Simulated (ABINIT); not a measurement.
TePb: band structure with SOGGA

**Experimental background.**

From a printed reference work, monograph, for a bulk crystal of TePb at 4.2 K: band gap 0.19 eV (direct).

TePb:

```
Pb Te
1.0
     0.00000    3.23100    3.23100
     3.23100    0.00000    3.23100
     3.23100    3.23100    0.00000
Pb Te
1 1
Direct
  0.00000 0.00000 0.00000
  0.50000 0.50000 0.50000
```

```yaml
Program: ABINIT 10.8.3 (patched build)
Task: band structure
Functional: SOGGA
Potentials_or_basis: JTH PAW PBE v2.0 sp
Cutoff: 408 eV
k_mesh: 7 × 7 × 7
Occupations: fermi-dirac, width 0.05 eV
Spin: no spin polarisation
Fine-grid_cutoff: 816.342 eV
Exchange_and_correlation_inside_the_PAW_spheres: full angular mesh (pawxcdev 0, this build's default; the released program takes 1)
```

```json
{
  "Pressure": "-1.0 GPa",
  "Band gap along the path": "0.64 eV, direct",
  "Valence electrons inside the program's atomic spheres": "Pb 2.55; Te 3.10"
}
```

Levels at the corners of the path, in eV from the Fermi level:
```csv
point,band 3,band 4,band 5,band 6,band 7,band 8
Γ,-1.66,-1.66,-1.66,3.82,3.82,3.82
X,-4.92,-3.17,-3.17,2.73,5.21,5.21
W,-4.20,-4.20,-0.70,1.28,4.83,4.83
K,-4.54,-2.68,-2.48,3.20,3.44,4.66
Γ,-1.66,-1.66,-1.66,3.82,3.82,3.82
L,-1.26,-1.26,-0.36,0.27,0.87,0.87
U,-4.54,-2.68,-2.48,3.20,3.44,4.66
W,-4.20,-4.20,-0.70,1.28,4.83,4.83
L,-1.26,-1.26,-0.36,0.27,0.87,0.87
K,-4.54,-2.68,-2.48,3.20,3.44,4.66
```

Run time: 43 s on 1 thread of Arm Neoverse V1, on a shared host, peak memory 0.12 GiB.

A measured gap of TePb is 0.19 eV (direct; 4.2 K; a printed reference work, monograph); the calculated 0.64 eV misses it by +0.45 eV. Spin-orbit coupling on Pb, Te is left out. The value is that of SOGGA, without temperature or zero-point motion.

Caveat: this odd mesh misses L, where the gap lies, so gap, dielectric constants and Born charges aren't listed; the PAW data sets were made with another functional, which shifts forces and pressure a little; spin-orbit coupling is left out, which moves the levels of the heavy elements; this set keeps more shells in the core, which shifts pressures and gaps.
